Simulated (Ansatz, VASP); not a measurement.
## One calculation of Cd, two programs

```
Cd
1.0
     3.00252    0.00000    0.00000
     0.00000    3.00252    0.00000
     0.00000    0.00000    3.00252
Cd
1
Direct
  0.00000 0.00000 0.00000
```

Alike in both runs: task single point; functional BLYP; k mesh 11 × 11 × 11; occupations fermi-dirac, width 0.1 eV; no spin polarisation.

```csv
,VASP,Ansatz
version,VASP 6.6.1,Ansatz 0.2.0
potentials or method,"VASP PAW PBE potentials, release 64 (Cd)","plane waves (420 eV) with PAW, scalar-relativistic"
plane-wave cutoff (eV),520,420
valence electrons in the cell,12,20
```

|  | VASP | Ansatz | Ansatz less VASP |
| --- | --- | --- | --- |
| pressure (GPa) | 3.3 | 3.0 | -0.25 |

With one functional, cell and mesh, what is left measures potentials, basis and numerics. The two sets of potentials don't hold the same shells in valence.

Caveats: the PAW data sets were made with another functional, which shifts forces and pressure a little (VASP).
